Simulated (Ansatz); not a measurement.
Write the native input for Ansatz 0.2.0 that does the following.

| Item | Value |
| --- | --- |
| Task | relaxation of cell and atoms |
| Functional | PBE |
| Potentials or basis | Ansatz PAW |
| Cutoff | 420 eV (not typed: the program's choice for these potentials) |
| k mesh | 3 × 6 × 2 |
| Occupations | fermi-dirac, width 0.05 eV |
| Spin | no spin polarisation |
| Target pressure | 2 GPa |
| Target pressure (GPa) | 2 |

The system is Te2Mo.

```
Te Mo
1.0
     6.34645    0.00000    0.00000
     0.00000    3.49422    0.00000
    -0.54903    0.00000   14.85616
Te Mo
8 4
Cartesian
  0.1800 1.7471 5.9631
  5.6131 0.0000 8.8977
  3.4010 0.0000 5.3789
  2.3947 1.7471 9.4823
  0.5021 0.0000 2.0490
  5.2987 1.7471 12.8023
  3.6338 1.7471 1.4641
  2.1666 0.0000 13.3877
  1.7506 0.0000 7.5295
  4.0433 1.7471 7.3318
  1.1482 1.7471 0.0970
  4.6525 0.0000 14.7535
```

The cell is a database's computed one.

The input as run:

input.yaml

```yaml
crystal:
  lattice:
    - [6.3464495577, 0.0, 0.0]
    - [0.0, 3.49421554, 0.0]
    - [-0.5490254083, 0.0, 14.8561586148]
  atoms:
    - { symbol: Te, position: [0.06308657, 0.5, 0.40139181] }
    - { symbol: Te, position: [0.93626097, 0.0, 0.59892358] }
    - { symbol: Te, position: [0.56720469, 0.0, 0.36206281] }
    - { symbol: Te, position: [0.43253951, 0.5, 0.63827401] }
    - { symbol: Te, position: [0.09104745, 0.0, 0.13792275] }
    - { symbol: Te, position: [0.90945389, 0.5, 0.86175202] }
    - { symbol: Te, position: [0.58109276, 0.5, 0.09854983] }
    - { symbol: Te, position: [0.41934698, 0.0, 0.90115399] }
    - { symbol: Mo, position: [0.31968622, 0.0, 0.50682682] }
    - { symbol: Mo, position: [0.6797845, 0.5, 0.49352002] }
    - { symbol: Mo, position: [0.1814915, 0.5, 0.00653163] }
    - { symbol: Mo, position: [0.81900395, 0.0, 0.99308972] }
hamiltonian:
  xc: pbe
  pseudopotentials: { kind: paw }
kpoints:
  mp_grid: { grid: [3, 6, 2] }
scf:
  occupations: { method: fermi_dirac, width: 0.05 }
output:
  forces: true
  stress: true
  eigenvalues: true
relax:
  f_tol: 0.01
  max_steps: 40
  cell: { stress_tol: 0.05, p_target: 2.0 }
```

Potentials or basis: Ansatz PAW.

The run is started by

```console
$ ansatz run input.yaml --threads 4 --pin off --max-ram 11264MiB --backend cpu --events-out ev --progress --plain --runs-dir out
```

It gave:

The relaxed volume is 25.27 Å³/atom and the relaxed cell is a = 6.346 Å, b = 3.478 Å, c = 13.768 Å, α = 90.00°, β = 93.82°, γ = 90.00°. The space group after relaxing (to 0.05 Å) is P2_1/m (No. 11), the energy change on relaxing (the enthalpy is what falls) is +13.1 meV/atom and the ionic steps are 10. The pressure after relaxing is 2.0 GPa and the largest force after relaxing is 0.004 eV/Å. The band gap on the k mesh is none (metal or under the smearing width).

Caveat: the plane-wave basis is chosen anew once the cell has moved, so the energies of steps on either side of that aren't comparable; this functional lacks dispersion, which binds the layers, so the pressure and a relaxed spacing across them are unreliable.

Wall time 4.6 min on 4 threads of Arm Neoverse V1, on a shared host, peak memory 1.2 GiB.
